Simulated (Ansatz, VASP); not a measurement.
# One calculation of Ba, two programs

Contents of INCAR:

```
SYSTEM = Ba
PREC = Accurate ; ENCUT = 520
EDIFF = 1E-7 ; ISMEAR = -5
SIGMA = 0.05 ; LREAL = .FALSE.
LASPH = .TRUE. ; NELM = 60
ALGO = Fast ; ISIF = 2
LWAVE = .FALSE. ; LCHARG = .FALSE.
GGA = PE ; NBANDS = 11
```

File KPOINTS:

```
Automatic mesh
0
G
  8 8 8
  0 0 0
```

Contents of POSCAR:

```
Ba
1.0
    4.2827107878      0.0000000000      0.0000000000
   -1.4275702623      4.0377784533      0.0000000000
   -1.4275702623     -2.0188892260      3.4968187159
Ba
1
Direct
    0.0000000000      0.0000000000      0.0000000000
```

The input input.yaml:

```yaml
crystal:
  lattice:
    - [4.2827107878, 0.0, 0.0]
    - [-1.4275702623, 4.0377784533, 0.0]
    - [-1.4275702623, -2.018889226, 3.4968187159]
  atoms:
    - { symbol: Ba, position: [0.0, 0.0, 0.0] }
kpoints:
  mp_grid: { grid: [8, 8, 8] }
scf:
  occupations: { method: tetrahedron }
hamiltonian:
  xc: pbe
  pseudopotentials: { kind: all_electron, lapw: { basis_error: 0.001 } }
output:
  forces: true
  stress: true
  eigenvalues: true
```

Change from the starting cell: volume scaled by 0.96.

Alike in both runs: task single point; functional PBE; k mesh 8 × 8 × 8; occupations tetrahedron; no spin polarisation.

|  | VASP | Ansatz |
| --- | --- | --- |
| version | VASP 6.6.1 | Ansatz 0.2.0 |
| potentials or method | VASP PAW PBE potentials, release 64 (Ba_sv) | all-electron LAPW, scalar-relativistic |
| plane-wave cutoff (eV) | 520 | see its input |

|  | VASP | Ansatz | Ansatz less VASP |
| --- | --- | --- | --- |
| gap on the k mesh at the Fermi level (eV) | none | none | - |
| pressure (GPa) | 0.6 | 0.5 | -0.11 |

A gap of «none» marks a metal or a gap that the smearing closes. Ansatz ran all-electron here, so the differences hold the error of VASP's frozen core and of both bases.

Caveats: tetrahedron occupations give inexact forces and stress in metals (VASP); with tetrahedron occupations forces and stress needn't match the slope of the energy (Ansatz). The runs have no spin-orbit coupling, so splittings on Ba are missing.
